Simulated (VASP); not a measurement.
A run of VASP 6.6.1 is set up as follows.

The input INCAR:

```
SYSTEM = Cd
  PREC = Accurate
  ENCUT = 520
  EDIFF = 1E-7
  ISMEAR = -1
  SIGMA = 0.025
  LREAL = .False.
  LASPH = .True.
  NELM = 150
  ALGO = Normal
  ISIF = 2
  LWAVE = .False.
  LCHARG = .False.
  ISPIN = 2
  MAGMOM = 0.5
  LORBIT = 11
  GGA = B5
  ALDAX = 1.0
  AGGAX = 1.0
  AGGAC = 1.0
  ALDAC = 0.0
  IVDW = 13
  VDW_S6 = 1.0
  VDW_S8 = 2.34076671
  VDW_A1 = 0.44488865
  VDW_A2 = 4.0933009
  NBANDS = 16
```

Contents of KPOINTS:

```
Automatic mesh
0
Gamma
  10 10 10
  0 0 0
```

POSCAR

```
Cd
1.0
    0.0000000000      2.2181497500      2.2181497500
    2.2181497500      0.0000000000      2.2181497500
    2.2181497500      2.2181497500      0.0000000000
Cd
1
Direct
    0.0000000000      0.0000000000      0.0000000000
```

Potentials or basis: VASP PAW PBE potentials, release 64 (Cd).

Command:

```sh
$ cat potpaw_PBE.64/Cd/POTCAR > POTCAR
$ mpirun -np 1 vasp_std > vasp.out
```

Task: Estimate the band gap on the k mesh.

Result: None (metal or under the smearing width).

Task: What does it give for the dispersion energy per atom?

Result: -0.766 eV.

Task: Predict the net moment.

Result: 0.00 μB per cell.

Task: Estimate the pressure.

Result: 2.2 GPa.

Caveat: the PAW data sets were made with another functional, which shifts forces and pressure a little; pairwise dispersion overbinds metals, which lowers pressure and volume.
